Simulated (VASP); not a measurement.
## GdN: single point with PBE+U

The system is GdN.

```
Gd N
1.0
     0.00000    2.49950    2.49950
     2.49950    0.00000    2.49950
     2.49950    2.49950    0.00000
Gd N
1 1
Cartesian
  0.0000 0.0000 0.0000
  2.4995 2.4995 2.4995
```

```yaml
Program: VASP 6.6.1
Task: single point
Functional: PBE
Potentials_or_basis: VASP PAW PBE potentials, release 64 (Gd, N)
Cutoff: 600 eV
k_mesh: 10 × 10 × 10
Occupations: gaussian, width 0.03 eV
Spin: collinear spin, ferromagnetic start
Starting_moments: "[7.0, 0.0] μB"
Hubbard_terms: Gd f U = 6.0 eV
```

| Property | Result |
| --- | --- |
| Pressure | 0.5 GPa |
| Band gap on the k mesh | none (metal or under the smearing width) |
| Net moment | 7.00 μB per cell |
| Site moments | Gd +6.87; N -0.12 μB |
| Valence electrons inside the program's atomic spheres | Gd 15.21; N 3.62 |

Levels at points of the mesh, in eV from the Fermi level:
Spin up:
```csv
k point,band 11,band 12,band 13,band 14,band 15,band 16,band 17,band 18,band 19
"(0.00, 0.00, 0.00)",-6.04,-6.04,0.24,0.24,0.24,2.65,2.65,2.65,3.35
"(0.50, 0.00, 0.00)",-6.04,-6.00,-4.15,-2.34,-2.34,5.27,5.98,5.98,6.65
"(0.50, 0.50, 0.00)",-6.10,-6.08,-1.25,-0.27,-0.15,-0.15,6.60,6.64,7.67
```
Spin down:
| k point | band 5 | band 6 | band 7 | band 8 | band 9 | band 10 | band 11 | band 12 |
| --- | --- | --- | --- | --- | --- | --- | --- | --- |
| (0.00, 0.00, 0.00) | -12.84 | -0.34 | -0.34 | -0.34 | 3.47 | 3.47 | 3.47 | 3.85 |
| (0.50, 0.00, 0.00) | -10.93 | -3.91 | -2.25 | -2.25 | 4.52 | 4.89 | 4.89 | 5.19 |
| (0.50, 0.50, 0.00) | -12.55 | -0.96 | -0.42 | -0.42 | 0.38 | 4.96 | 4.99 | 5.10 |

Eigenvalues of the final occupation matrices:
```csv
site,spin,trace,eigenvalues
site 1 f,1,6.94,0.99 0.99 0.99 0.99 0.99 0.99 0.99
site 1 f,2,0.04,0.00 0.00 0.00 0.00 0.01 0.01 0.01
```

Wall time 19 s on 4 MPI ranks on Intel(R) Xeon(R) 6975P-C (Granite Rapids), on a shared host, peak memory 0.21 GiB a rank.

Caveat: spin-orbit coupling is left out, which moves the levels of the heavy elements; a cell with one magnetic atom can't hold antiferromagnetic order, which such compounds often take. The state reached can hang on the start; a lower one may exist.
